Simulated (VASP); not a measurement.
Runs of VASP 6.6.1 on Co. The cell holds a slab with vacuum, 5 atoms: a = 2.487 Å, b = 2.487 Å, c = 23.127 Å, α = 90.00°, β = 90.00°, γ = 120.00°. 

```csv
level,potentials or basis,gap on the mesh (eV),moment (μB)
LDA,"VASP PAW LDA potentials, release 64 (Co)",none,7.76
RPBE,"VASP PAW PBE potentials, release 64 (Co)",none,(b)
BLYP,"VASP PAW PBE potentials, release 64 (Co)",none,8.03
PBEsol,"VASP PAW PBE potentials, release 64 (Co)",none,(a)
revPBE,"VASP PAW PBE potentials, release 64 (Co)",none,8.06
```

Alike in all rows: task relaxation of the atoms; spin collinear, ferromagnetic start; cell atoms relaxed; k mesh 9 × 9 × 1; cutoff (eV) 520; smearing fermi-dirac 0.05 eV.

Question: Fill in the values left out.

Answer: (a) 7.94; (b) 8.08.

A gap of «none» marks a metal or a gap under the smearing width.

Runs at the PBE level aren't shown here.
